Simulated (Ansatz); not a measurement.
# Σ11 (113) boundary in fcc Rh with Si (substitutional): structure and resistance

How much does the Σ11 (113) boundary in fcc Rh with Si (substitutional) reflect electrons?

Program: Ansatz 0.2.0. Level of theory: Ansatz plane-wave DFT, PBE, PAW files; relaxation of a bicrystal slab with its lowest layers held; PAW set soft_1, in the first sound run; inputs show where later runs differ. Results are calculated unless marked as measured.

### 1. Starting point

The cell holds 17 atoms: 16 Rh and 1 Si. Cell: a = 2.689 Å, b = 4.658 Å, c = 29.397 Å, α = 90.0°, β = 90.0°, γ = 73.2°. It derives from Rh. built on the (1 1 3) plane; 1 overlapping atoms removed and the grains opened by 0.05 Å. Vacuum lies along c.

### 2. Relaxing the bicrystal

The boundary is built by mirroring the lower grain in the boundary plane and removing any atoms that overlap; then the Si is put in at the boundary. A thin bicrystal slab is relaxed first, with the lowest layers held and the upper grain free to shift and open.

Input file input.yaml:

```yaml
crystal:
  lattice:
    - [2.6891977995, 0.0, 0.0]
    - [1.3445988998, 4.459530044, 0.0]
    - [0.0, 0.0, 29.3968447136]
  atoms:
    - { symbol: Rh, position: [0.9090909092, 0.1818181818, 0.1700862813] }
    - { symbol: Rh, position: [0.6363636364, 0.7272727273, 0.2090931137] }
    - { symbol: Rh, position: [0.3636363637, 0.2727272727, 0.2480999461] }
    - { symbol: Rh, position: [0.090909091, 0.8181818182, 0.2871067785] }
    - { symbol: Rh, position: [0.8181818182, 0.3636363636, 0.3261136109] }
    - { symbol: Rh, position: [0.5454545455, 0.9090909091, 0.3651204433] }
    - { symbol: Rh, position: [0.2727272727, 0.4545454545, 0.4041272757] }
    - { symbol: Si, position: [0.0, 0.0, 0.4431341081] }
    - { symbol: Rh, position: [0.2727272727, 0.4545454545, 0.4838418033] }
    - { symbol: Rh, position: [0.5454545455, 0.9090909091, 0.5228486357] }
    - { symbol: Rh, position: [0.8181818182, 0.3636363636, 0.5618554681] }
    - { symbol: Rh, position: [0.090909091, 0.8181818182, 0.6008623005] }
    - { symbol: Rh, position: [0.3636363637, 0.2727272727, 0.6398691328] }
    - { symbol: Rh, position: [0.6363636364, 0.7272727273, 0.6788759652] }
    - { symbol: Rh, position: [0.9090909092, 0.1818181818, 0.7178827976] }
    - { symbol: Rh, position: [0.1818181819, 0.6363636363, 0.75688963] }
    - { symbol: Rh, position: [0.4545454546, 0.0909090909, 0.7958964624] }
kpoints:
  mp_grid: { grid: [9, 9, 1] }
hamiltonian:
  xc: pbe
  pseudopotentials: { kind: paw, azcp: { folder: soft_1 } }
scf:
  occupations: { method: fermi_dirac, width: 0.1 }
relax:
  f_tol: 0.03
  max_steps: 80
  constraints: [{ sites: [0, 1, 2] }]
```

Run with:

```
$ ansatz run input.yaml --threads 4 --pin off --max-ram 15360MiB --backend cpu --events-out ev --progress --plain --runs-dir out
```

Numbers of over 12 decimals in the logs are rounded to 6 here.

What it wrote:

```text
Engine: ansatz 0.2.0, x86_64-unknown-linux-gnu
Pseudopotentials: kind: paw
Pseudopotential: Rh, paw, valence charge 17, recommended cutoff 420 eV (normal), soft_1/Rh.paw.azcp
Pseudopotential: Si, paw, valence charge 4, recommended cutoff 420 eV (normal), soft_1/Si.paw.azcp
Functional definition: PBE
  parameter kappa = 0.804
  parameter beta = 0.066725
  exchange = pbe_x(kappa = kappa, mu = beta*pi^2/3)
  correlation = pbe_c(beta = beta)
Crystal: 17 atoms, lattice volume = 352.543 Å³
Basis set: ecut = 420 eV, 6933 PW (Γ), exchange–correlation on 36×64×400 points (8 copies of the dense FFT grid, shifted against one another)
Bands: 166, of which v1, the nominal top of the filled ones, is band 138 counted from 1 (137 counted from 0)
Symmetry: 2 space group operations
Space group: Cm (ITA 8), of the structure as read, at distance tolerance 7.1e-5 Å
k-points: 25 of 81 (time reversal used)
Non-local potential: Rh, projectors of the file, l = 0: 3, l = 1: 2, l = 2: 2, l = 3: 1
Non-local potential: Si, projectors of the file, l = 0: 2, l = 1: 2, l = 2: 1
PAW form: soft (Blöchl's): semilocal exchange-correlation on the pseudo side does not see the compensation charge
PAW one-centre angular grid: Rh, 590 points (default); XC on 64 Gauss nodes
PAW one-centre angular grid: Si, 110 points (default); XC on 64 Gauss nodes
Initial density: superposition of atomic densities (neutral atoms: chi_scale 0, normalization atom)
Initial wavefunctions: pseudopotential atomic-orbital guess
Functional: x = pbe(κ = 0.804, μ = 0.219515), c = pbe(β = 0.066725)
SCF iter   1: F=—  HF=-103086.781080 eV  |F-HF|=—  |Δ(HF+E_count)|=         —  Δρ=8.19e-2  dr2=3.91e1  ethr=3.10e-3  ⟨swp⟩=6.5  Hψ=16060  notcnv=0  defer=41
preconditioner: auto → LDOS  [metal: Δε(μ)=0.005 eV  Ē_g=5.859 eV  σ=0.100 eV  W_gap=0.01  n_scr=102 (ndim 8)  ℏωp=24.1 eV  f_vac=0.296  D(μ)=23.82/eV (n_scr^D=280)  β→1.0]
SCF iter   2: F=—  HF=-103090.257348 eV  |F-HF|=—  |Δ(HF+E_count)|=    3.48e0  Δρ=1.01e-1  dr2=3.47e1  ethr=3.10e-3  ⟨swp⟩=3.0  Hψ=11146  notcnv=0  defer=113
SCF iter   3: F=—  HF=-103079.932030 eV  |F-HF|=—  |Δ(HF+E_count)|=    1.03e1  Δρ=1.55e-2  dr2=7.73e-1  ethr=3.10e-3  ⟨swp⟩=2.0  Hψ=8705  notcnv=0  defer=158
SCF iter   4: F=—  HF=-103079.727293 eV  |F-HF|=—  |Δ(HF+E_count)|=   2.05e-1  Δρ=3.99e-3  dr2=1.11e-1  ethr=2.80e-4  ⟨swp⟩=3.1  Hψ=10071  notcnv=0  defer=154
SCF iter   5: F=—  HF=-103079.710681 eV  |F-HF|=—  |Δ(HF+E_count)|=   1.66e-2  Δρ=1.24e-3  dr2=1.67e-2  ethr=4.01e-5  ⟨swp⟩=2.1  Hψ=6208  notcnv=0  defer=153
SCF iter   6: F=—  HF=-103079.709454 eV  |F-HF|=—  |Δ(HF+E_count)|=   1.23e-3  Δρ=4.92e-4  dr2=2.10e-3  ethr=6.04e-6  ⟨swp⟩=2.1  Hψ=6312  notcnv=0  defer=143
SCF iter   7: F=—  HF=-103079.709191 eV  |F-HF|=—  |Δ(HF+E_count)|=   2.63e-4  Δρ=2.45e-4  dr2=4.94e-4  ethr=7.63e-7  ⟨swp⟩=2.2  Hψ=6375  notcnv=0  defer=143
SCF iter   8: F=—  HF=-103079.709122 eV  |F-HF|=—  |Δ(HF+E_count)|=   6.91e-5  Δρ=9.38e-5  dr2=9.14e-5  ethr=1.79e-7  ⟨swp⟩=2.7  Hψ=6915  notcnv=0  defer=143
SCF iter   9: F=-103079.709116 eV  HF=-103079.709131 eV  |F-HF|=1.49e-5  |Δ(HF+E_count)|=   8.84e-6  Δρ=4.78e-5  dr2=1.77e-5  ethr=8.15e-9  ⟨swp⟩=5.0  Hψ=13866  notcnv=0
SCF 1 converged in 9 iterations: F = -103079.709116 eV  dr2 = 1.77e-5
  greatest PAW one-centre occupation: 1.000 electrons in one spin orbital (limit 2), on the Rh atom at site 11 (counted from 0), in its partial waves of l = 0
relax step   1: F+E_penalty+E_count = -103079.70911600 eV  Δ(F+E_penalty+E_count) = +0.000e0 eV  max|allowed force component| = 1.757e0 eV/Å  Δτ_max = 0.0000 Å  (9 SCF iters, dr2 threshold 2.25e-5 eV, accepted)
Initial density: handed on by an earlier stage of this run
Initial wavefunctions: those handed on with the density
iter 1 solved again at ethr=2.24e-4 eV; its pass at ethr=3.10e-3 eV (dr2=6.18e-1 eV) is discarded
SCF iter   1: F=—  HF=-103080.067162 eV  |F-HF|=—  |Δ(HF+E_count)|=         —  Δρ=1.28e-2  dr2=6.20e-1  ethr=2.24e-4  ⟨swp⟩=1.1  Hψ=15743  notcnv=0  defer=133
preconditioner: auto → LDOS  [metal: Δε(μ)=0.003 eV  Ē_g=5.669 eV  σ=0.100 eV  W_gap=0.01  n_scr=102 (ndim 8)  ℏωp=24.1 eV  f_vac=0.296  D(μ)=25.90/eV (n_scr^D=306)  β→1.0]
SCF iter   2: F=—  HF=-103080.036201 eV  |F-HF|=—  |Δ(HF+E_count)|=   3.10e-2  Δρ=5.47e-3  dr2=2.66e-1  ethr=2.24e-4  ⟨swp⟩=2.1  Hψ=7354  notcnv=0  defer=133
SCF iter   3: F=—  HF=-103080.004686 eV  |F-HF|=—  |Δ(HF+E_count)|=   3.15e-2  Δρ=2.03e-3  dr2=1.64e-2  ethr=9.64e-5  ⟨swp⟩=2.1  Hψ=7129  notcnv=0  defer=133
SCF iter   4: F=—  HF=-103080.000274 eV  |F-HF|=—  |Δ(HF+E_count)|=   4.41e-3  Δρ=6.03e-4  dr2=3.10e-3  ethr=5.95e-6  ⟨swp⟩=3.0  Hψ=8449  notcnv=0  defer=137
SCF iter   5: F=—  HF=-103079.999711 eV  |F-HF|=—  |Δ(HF+E_count)|=   5.63e-4  Δρ=2.00e-4  dr2=3.24e-4  ethr=1.12e-6  ⟨swp⟩=2.1  Hψ=5844  notcnv=0  defer=137
SCF iter   6: F=-103079.999643 eV  HF=-103079.999670 eV  |F-HF|=2.68e-5  |Δ(HF+E_count)|=   4.09e-5  Δρ=6.14e-5  dr2=3.37e-5  ethr=3.62e-8  ⟨swp⟩=3.0  Hψ=15701  notcnv=0
SCF 2 converged in 6 iterations: F = -103079.999643 eV  dr2 = 3.37e-5
  greatest PAW one-centre occupation: 1.000 electrons in one spin orbital (limit 2), on the Rh atom at site 14 (counted from 0), in its partial waves of l = 0
relax step   2: F+E_penalty+E_count = -103079.99964319 eV  Δ(F+E_penalty+E_count) = -2.905e-1 eV  max|allowed force component| = 3.840e-1 eV/Å  Δτ_max = 0.1615 Å  (6 SCF iters, dr2 threshold 1.00e-4 eV, accepted)
SCF iter   1: F=—  HF=-103080.062539 eV  |F-HF|=—  |Δ(HF+E_count)|=         —  Δρ=6.90e-3  dr2=7.37e-1  ethr=5.51e-4  ⟨swp⟩=4.1  Hψ=8901  notcnv=0  defer=136
preconditioner: auto → LDOS  [metal: Δε(μ)=0.009 eV  Ē_g=5.688 eV  σ=0.100 eV  W_gap=0.02  n_scr=102 (ndim 8)  ℏωp=24.1 eV  f_vac=0.297  D(μ)=26.25/eV (n_scr^D=310)  β→1.0]
SCF iter   2: F=—  HF=-103080.049751 eV  |F-HF|=—  |Δ(HF+E_count)|=   1.28e-2  Δρ=2.54e-3  dr2=5.65e-2  ethr=2.67e-4  ⟨swp⟩=1.8  Hψ=5015  notcnv=0  defer=138
SCF iter   3: F=—  HF=-103080.044688 eV  |F-HF|=—  |Δ(HF+E_count)|=   5.06e-3  Δρ=1.95e-3  dr2=1.71e-2  ethr=2.05e-5  ⟨swp⟩=3.1  Hψ=8447  notcnv=0  defer=138
SCF iter   4: F=—  HF=-103080.040648 eV  |F-HF|=—  |Δ(HF+E_count)|=   4.04e-3  Δρ=3.36e-4  dr2=8.59e-4  ethr=6.20e-6  ⟨swp⟩=2.4  Hψ=6965  notcnv=0  defer=138
SCF iter   5: F=—  HF=-103080.039800 eV  |F-HF|=—  |Δ(HF+E_count)|=   8.48e-4  Δρ=8.64e-5  dr2=5.64e-5  ethr=3.11e-7  ⟨swp⟩=2.9  Hψ=7842  notcnv=0  defer=136
SCF iter   6: F=—  HF=-103080.039805 eV  |F-HF|=—  |Δ(HF+E_count)|=   5.14e-6  Δρ=4.13e-5  dr2=1.40e-5  ethr=3.34e-9  ⟨swp⟩=5.0  Hψ=14639  notcnv=0
SCF iter   7: F=-103080.039804 eV  HF=-103080.039805 eV  |F-HF|=1.11e-6  |Δ(HF+E_count)|=   3.08e-7  Δρ=1.33e-5  dr2=1.29e-6  ethr=3.34e-9  ⟨swp⟩=4.0  Hψ=11239  notcnv=0
SCF 3 converged in 7 iterations: F = -103080.039804 eV  dr2 = 1.29e-6
relax step   3: F+E_penalty+E_count = -103080.03980409 eV  Δ(F+E_penalty+E_count) = -4.016e-2 eV  max|allowed force component| = 1.021e-1 eV/Å  Δτ_max = 0.0862 Å  (7 SCF iters, dr2 threshold 9.22e-6 eV, accepted)
[... from here on, the SCF cycles and remarks between the steps are left out ...]
relax step   4: F+E_penalty+E_count = -103080.04274822 eV  Δ(F+E_penalty+E_count) = -2.944e-3 eV  max|allowed force component| = 2.739e-2 eV/Å  Δτ_max = 0.0399 Å  (8 SCF iters, accepted)
relax step   5: F+E_penalty+E_count = -103080.04357596 eV  Δ(F+E_penalty+E_count) = -8.277e-4 eV  max|allowed force component| = 3.366e-2 eV/Å  Δτ_max = 0.0167 Å  (7 SCF iters, accepted)
relax step   6: F+E_penalty+E_count = -103080.05821204 eV  Δ(F+E_penalty+E_count) = -1.464e-2 eV  max|allowed force component| = 2.561e-1 eV/Å  Δτ_max = 0.1948 Å  (9 SCF iters, accepted)
relax step   7: F+E_penalty+E_count = -103080.10834350 eV  Δ(F+E_penalty+E_count) = -5.013e-2 eV  max|allowed force component| = 2.575e-1 eV/Å  Δτ_max = 0.1961 Å  (6 SCF iters, dr2 threshold 6.56e-5 eV, accepted)
relax step   8: F+E_penalty+E_count = -103080.16061383 eV  Δ(F+E_penalty+E_count) = -5.227e-2 eV  max|allowed force component| = 2.360e-1 eV/Å  Δτ_max = 0.1974 Å  (6 SCF iters, dr2 threshold 6.63e-5 eV, accepted)
relax step   9: F+E_penalty+E_count = -103080.16548217 eV  Δ(F+E_penalty+E_count) = -4.868e-3 eV  max|allowed force component| = 3.354e-1 eV/Å  Δτ_max = 0.0876 Å  (7 SCF iters, dr2 threshold 4.67e-5 eV, accepted)
relax step  10: F+E_penalty+E_count = -103080.17256338 eV  Δ(F+E_penalty+E_count) = -7.081e-3 eV  max|allowed force component| = 1.784e-1 eV/Å  Δτ_max = 0.0714 Å  (6 SCF iters, dr2 threshold 9.45e-5 eV, accepted)
relax step  11: F+E_penalty+E_count = -103080.18217486 eV  Δ(F+E_penalty+E_count) = -9.611e-3 eV  max|allowed force component| = 2.311e-2 eV/Å  Δτ_max = 0.0710 Å  (6 SCF iters, dr2 threshold 9.00e-6 eV, accepted)
relax step  12: F+E_penalty+E_count = -103080.18217815 eV  Δ(F+E_penalty+E_count) = -3.296e-6 eV  max|allowed force component| = 2.320e-2 eV/Å  Δτ_max = 0.0000 Å  (4 SCF iters, accepted)
SCF iter   1: F=—  HF=-103080.189901 eV  |F-HF|=—  |Δ(HF+E_count)|=         —  Δρ=3.60e-3  dr2=4.69e-2  ethr=2.26e-4  ⟨swp⟩=4.4  Hψ=8421  notcnv=0  defer=134
preconditioner: auto → LDOS  [metal: Δε(μ)=0.005 eV  Ē_g=5.718 eV  σ=0.100 eV  W_gap=0.01  n_scr=102 (ndim 8)  ℏωp=24.1 eV  f_vac=0.297  D(μ)=25.49/eV (n_scr^D=304)  β→1.0]
SCF iter   2: F=—  HF=-103080.185595 eV  |F-HF|=—  |Δ(HF+E_count)|=   4.31e-3  Δρ=1.43e-3  dr2=6.27e-3  ethr=1.70e-5  ⟨swp⟩=2.4  Hψ=7917  notcnv=0  defer=134
SCF iter   3: F=—  HF=-103080.183421 eV  |F-HF|=—  |Δ(HF+E_count)|=   2.17e-3  Δρ=4.18e-4  dr2=6.28e-4  ethr=2.27e-6  ⟨swp⟩=2.6  Hψ=8058  notcnv=0  defer=134
SCF iter   4: F=—  HF=-103080.183239 eV  |F-HF|=—  |Δ(HF+E_count)|=   1.82e-4  Δρ=1.10e-4  dr2=7.67e-5  ethr=2.27e-7  ⟨swp⟩=3.0  Hψ=8496  notcnv=0  defer=134
SCF iter   5: F=—  HF=-103080.182560 eV  |F-HF|=—  |Δ(HF+E_count)|=   6.79e-4  Δρ=2.93e-5  dr2=4.71e-6  ethr=2.78e-8  ⟨swp⟩=2.6  Hψ=6515  notcnv=0  defer=134
SCF iter   6: F=—  HF=-103080.182561 eV  |F-HF|=—  |Δ(HF+E_count)|=   2.69e-7  Δρ=1.01e-5  dr2=1.18e-6  ethr=1.71e-9  ⟨swp⟩=2.1  Hψ=6265  notcnv=0  defer=134
SCF iter   7: F=—  HF=-103080.182560 eV  |F-HF|=—  |Δ(HF+E_count)|=   1.04e-7  Δρ=4.49e-6  dr2=1.95e-7  ethr=4.29e-10  ⟨swp⟩=2.0  Hψ=5380  notcnv=0  defer=134
SCF iter   8: F=-103080.182560 eV  HF=-103080.182560 eV  |F-HF|=5.60e-9  |Δ(HF+E_count)|=   2.04e-8  Δρ=1.36e-6  dr2=1.03e-8  ethr=3.62e-11  ⟨swp⟩=4.8  Hψ=13593  notcnv=0
SCF 13 converged in 8 iterations: F = -103080.182560 eV  dr2 = 1.03e-8
relax step  13: F+E_penalty+E_count = -103080.18256047 eV  Δ(F+E_penalty+E_count) = -3.823e-4 eV  max|allowed force component| = 1.907e-2 eV/Å  Δτ_max = 0.0370 Å  (8 SCF iters, accepted)
SCF converged after 8 iterations
Free energy (F): -103080.182560 eV
Harris-Foulkes:  -103080.182560 eV  (|F-HF|=5.60e-9)
Internal energy: -103079.343960 eV  (E = F + TS)
E sigma→0 (E₀):  -103079.763260 eV
Entropy (-TS):   -0.838600 eV (-49.329 meV/atom)
Fermi energy:    12.782713 eV
--- Per-component energies (eV) ---
  E_band       = -3894.311106
  E_kinetic    = 8636.131266
  E_local      = -311945.174716  (includes V_loc(G=0)·N_el)
  E_nonlocal   = 4801.189260
  E_hartree    = 151667.860324
  E_xc         = -3280.830273
  E_vxc        = -4093.408645  (∫ρ·V_xc dr)
  E_paw        = -58167.642209  (= ΣΔE_a)
  E_vpaw       = -4628.769821  (= ΣTr[D̂ρ^β])
  E_aug_tail   = 0.001372  (compensation charges beyond the density's cutoff)
  E_ewald      = 105209.121016
  E_smearing   = -0.838600  (= −TS)
  E_closure    = 0.000000  (closes the sum)
  Σ components = -103080.182560   (vs F -103080.182560, Δ=0.00e0)
--- Forces (eV/Å), atoms counted from 1 ---
  atom   1  Rh    -0.00000000    -0.04149019     0.68646307
  atom   2  Rh     0.00000000     0.01568733    -0.33077186
  atom   3  Rh     0.00000000     0.01908958    -0.35204203
  atom   4  Rh     0.00000000     0.00514773     0.00468595
  atom   5  Rh    -0.00000000    -0.00220822    -0.00157069
  atom   6  Rh     0.00000000     0.00311032     0.00082526
  atom   7  Rh     0.00000000     0.01907310    -0.01418316
  atom   8  Si    -0.00000000    -0.00784859     0.00037429
  atom   9  Rh    -0.00000000    -0.01570252    -0.01130932
  atom  10  Rh    -0.00000000    -0.00348379     0.00969638
  atom  11  Rh     0.00000000     0.00396263     0.00149563
  atom  12  Rh     0.00000000     0.00191690     0.00463351
  atom  13  Rh     0.00000000     0.00340899     0.00380615
  atom  14  Rh     0.00000000     0.00197980     0.00062805
  atom  15  Rh    -0.00000000    -0.00130177     0.00038202
  atom  16  Rh    -0.00000000    -0.00230808    -0.00304691
  atom  17  Rh     0.00000000     0.00100111    -0.00005246
  max |Σ_I F_I| component: 3.43e-5 eV/Å
--- Relaxed structure (13 steps of the walk, 13 accepted, 0 SCFs on fresh bases) ---
  F+E_penalty+E_count = -103080.18256047 eV   max|allowed force component| = 1.907e-2 eV/Å
  atoms:
    - { symbol: Rh, position: [0.9090909091, 0.1818181818, 0.1700862813] }
    - { symbol: Rh, position: [0.63636363635, 0.7272727273, 0.2090931137] }
    - { symbol: Rh, position: [0.36363636365, 0.272727, 0.2480999461] }
    - { symbol: Rh, position: [0.092264, 0.815472, 0.287684] }
    - { symbol: Rh, position: [0.818866, 0.362269, 0.326705] }
    - { symbol: Rh, position: [0.545680, 0.908639, 0.368197] }
    - { symbol: Rh, position: [0.278245, 0.443510, 0.405126] }
    - { symbol: Si, position: [-0.027335, 0.054669, 0.440975] }
    - { symbol: Rh, position: [0.191224, 0.617551, 0.487399] }
    - { symbol: Rh, position: [0.462055, 1.075891, 0.519494] }
    - { symbol: Rh, position: [0.742059, 0.515882, 0.563380] }
    - { symbol: Rh, position: [0.013065, 0.973869, 0.602314] }
    - { symbol: Rh, position: [0.285109, 0.429783, 0.642135] }
    - { symbol: Rh, position: [0.557203, 0.885594, 0.680629] }
    - { symbol: Rh, position: [0.828027, 0.343945, 0.720123] }
    - { symbol: Rh, position: [0.103077, 0.793846, 0.760903] }
    - { symbol: Rh, position: [0.376427, 0.247147, 0.795229] }
```

It took 4.8 min on 4 threads of Intel Xeon Platinum 8488C (Sapphire Rapids), shared host; peak memory 2 GiB; 19 min of CPU time.

The steps of the relaxation:

```
step  energy less that of the first step (eV)  largest force component (eV/Å)
   1                                   0.0000                          1.7565
   2                                  -0.2905                          0.3840
   3                                  -0.3307                          0.1021
   4                                  -0.3336                          0.0274
   5                                  -0.3345                          0.0337
   6                                  -0.3491                          0.2561
   7                                  -0.3992                          0.2575
   8                                  -0.4515                          0.2360
   9                                  -0.4564                          0.3354
  10                                  -0.4634                          0.1784
  11                                  -0.4731                          0.0231
  12                                  -0.4731                          0.0232
  13                                  -0.4734                          0.0191
```

Forces are held to the 2 operations that the run works with; a distortion that breaks them can't arise in this run.

The atoms that moved most (Å):

```
atom     dx     dy      dz  length
Rh10  0.000  0.744  -0.099   0.750
 Rh9  0.000  0.727   0.105   0.734
Rh15  0.000  0.723   0.066   0.726
Rh16  0.000  0.702   0.118   0.712
Rh14  0.000  0.706   0.052   0.708
Rh13  0.000  0.700   0.067   0.704
Rh17  0.000  0.697  -0.020   0.697
Rh12  0.000  0.694   0.043   0.696
```

Numbers from this step:

```yaml
free_energy: -103080.1826 eV
energy_at_zero_smearing: -103079.7633 eV
fermi_energy: 12.78 eV
```

The largest force component on a free atom ends at 0.019 eV/Å, under the tolerance of 0.03, after 13 steps.

(Continued in part 2 of 2.)

[Logs are printed without paths, hosts, clocks, repeated set-up lines and the standing remarks that a program may print on its own settings, such as how far it seeks lower states.]

[Hosts, paths, dates, database ids (printed as entryN), source tags and the programs' standing remarks are cut or masked in the printed files.]
